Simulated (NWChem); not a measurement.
**C4H8 (1-butene) at BP86/cc-pVDZ (density fitting)**

Aim: the electronic atomisation energy of C4H8 (1-butene) at BP86/cc-pVDZ (density fitting), from 3 runs. 

The calculation is run with NWChem 7.3.0.

## Step 1: The molecule

C4H8: 12 atoms, total charge 0, spin state singlet. As SMILES, `C=CCC`. The coordinates come from a PBE0-D4/def2-TZVP relaxation. This is one conformer, not always the lowest.

Bond lengths: C1–C2 1.325 Å, C2–C3 1.492 Å, C3–C4 1.525 Å, C1–H5 1.086 Å, C1–H6 1.084 Å, C2–H7 1.090 Å, C3–H8 1.094 Å, C3–H9 1.097 Å, C4–H10 1.093 Å, C4–H11 1.092 Å, C4–H12 1.092 Å. Some angles: C1–C2–C3 125.3°, C2–C3–C4 112.5°, C1–C2–H7 118.9°, C3–C2–H7 115.8°, C2–C1–H5 121.3°, C2–C1–H6 121.7°, C2–C3–H8 109.5°, C2–C3–H9 109.0°, C4–C3–H8 110.2°, C4–C3–H9 108.9°.

## Step 2: The energy at BP86/cc-pVDZ (density fitting)

run.nw

```
start run
title "C4H8 BP86"
memory total 2200 mb
charge 0
geometry noautosym nocenter noautoz
  C    -0.102800    1.905000    0.560800
  C     0.327700    0.889700   -0.174300
  C    -0.446000   -0.352500   -0.465500
  C     0.258200   -1.608200    0.036200
  H    -1.092900    1.899200    1.007100
  H     0.512900    2.778300    0.742300
  H     1.330000    0.935100   -0.599700
  H    -1.442300   -0.274800   -0.019600
  H    -0.593000   -0.436900   -1.549400
  H     1.253200   -1.704600   -0.406500
  H     0.380200   -1.579000    1.121300
  H    -0.308300   -2.506700   -0.218800
end
basis spherical bse
  * library cc-pVDZ
end
basis "cd basis" spherical
  * library "dgauss a1 dft coulomb fitting"
end
dft
  xc becke88 perdew86
  grid fine
  convergence energy 1e-08
  iterations 100
  mulliken
  print low
end
task dft energy
```

On the command line:

```console
$ nwchem run.nw > run.out
```

Standard output, cut to the lines that bear on the results:

```text
[...]
 d= 0,ls=0.0,diis     1   -157.1994363992 -2.75D+02  6.10D-03  3.38D-01     2.3
[...]
 d= 0,ls=0.0,diis     8   -157.2347057610  7.14D-09  4.02D-06  3.04D-07    10.6
         Total DFT energy =     -157.234705761014
      One electron energy =     -442.425867795292
           Coulomb energy =      192.294116923434
    Exchange-Corr. energy =      -24.683064498624
 Nuclear repulsion energy =      117.580109609468
[...]
      Total Density - Mulliken Population Analysis
     ---------------------------------------------
    Atom       Charge   Shell Charges
 -----------   ------   -------------------------------------------------------
    1 C    6     5.98   2.01  0.66  0.37  2.07  0.82  0.04
    2 C    6     6.09   2.02  0.67  0.48  2.07  0.79  0.07
    3 C    6     5.99   2.02  0.66  0.37  2.13  0.75  0.07
    4 C    6     6.03   2.02  0.65  0.37  2.12  0.83  0.05
    5 H    1     1.00   0.75  0.21  0.03
    6 H    1     0.99   0.75  0.20  0.03
    7 H    1     1.02   0.76  0.23  0.03
    8 H    1     1.00   0.76  0.21  0.03
    9 H    1     0.97   0.76  0.19  0.03
   10 H    1     0.98   0.75  0.20  0.03
[...]
```

Run time: 11 s. Hardware: 1 thread of Intel Xeon 6975P-C (Granite Rapids), shared host; peak memory 0.12 GiB.

## Step 3: The C atom

struct.nw

```
start struct
memory 2200 mb

geometry units angstroms noautosym nocenter noautoz
  C     0.000000    0.000000    0.000000
end

basis spherical bse
  * library cc-pVDZ
end

basis "cd basis" spherical
  * library "dgauss a1 dft coulomb fitting"
end

dft
  xc becke88 perdew86
  mult 3
  grid fine
  convergence energy 1e-08
  maxiter 100
  mulliken
  noprint "final vectors analysis"
end

task dft energy
```

On the command line:

```console
$ nwchem struct.nw > struct.out
```

Standard output, cut to the lines that bear on the results:

```text
[...]
          Wavefunction type:  spin polarized.
          No. of atoms     :     1
          No. of electrons :     6
[...]
          Charge           :     0
          Spin multiplicity:     3
[...]
          AO basis - number of functions:    14
[...]
              XC Information
              --------------
                    Becke 1988 Exchange Functional  1.000
                Perdew 1981 Correlation Functional  1.000 local
                Perdew 1986 Correlation Functional  1.000 non-local
[...]
 d= 0,ls=0.0,diis     1    -37.8110606941 -3.78D+01  2.97D-02  5.55D-02     0.1
[...]
 d= 0,ls=0.0,diis     6    -37.8408134575 -5.09D-11  3.43D-08  7.34D-14     0.1
[...]
         Total DFT energy =      -37.840813457513
      One electron energy =      -50.451186949431
           Coulomb energy =       17.830363448626
    Exchange-Corr. energy =       -5.219989956708
 Nuclear repulsion energy =        0.000000000000
[...]
      Total Density - Mulliken Population Analysis
     ---------------------------------------------
    Atom       Charge   Shell Charges
 -----------   ------   -------------------------------------------------------
    1 C    6     6.00   2.01  0.91  1.09  1.24  0.76  0.00
     --------------------------------------------
      Spin Density - Mulliken Population Analysis
     --------------------------------------------
    Atom       Charge   Shell Charges
 -----------   ------   -------------------------------------------------------
    1 C    6     2.00   0.00  0.04 -0.04  1.24  0.76 -0.00
[...]
      <S2> =      2.0020 (Exact =     2.0000)
[...]
```

Wall time 0.68 s (1 thread of Intel Xeon 6975P-C (Granite Rapids), shared host); peak memory 0.1 GiB.

## Step 4: The H atom at the same level

job.nw

```
start job
title "H energy"
memory 2200 mb

geometry noautosym nocenter noautoz
  H      0.000000     0.000000     0.000000
end

basis spherical bse
  * library cc-pVDZ
end

basis "cd basis" spherical
  * library "dgauss a1 dft coulomb fitting"
end

dft
  xc becke88 perdew86
  mult 2
  grid fine
  convergence energy 1e-08
  iterations 100
  mulliken
  noprint "final vectors analysis"
end

task dft energy
```

Run the same way, it converges to -0.49929 Eh (log not shown).

## Step 5: Results

At BP86/cc-pVDZ (density fitting):

| quantity | value |
| --- | --- |
| molecule: total energy | -157.23471 Eh |
| C atom: total energy | -37.84081 Eh |
| C atom: ⟨S²⟩ | 2.002 |
| H atom: total energy | -0.49929 Eh |
| H atom: ⟨S²⟩ | 0.750 |
| electronic atomisation energy | 51.079 eV |

Taking the molecule apart into free atoms costs 51.08 eV (1178 kcal/mol), before zero-point energy and without spin-orbit coupling.
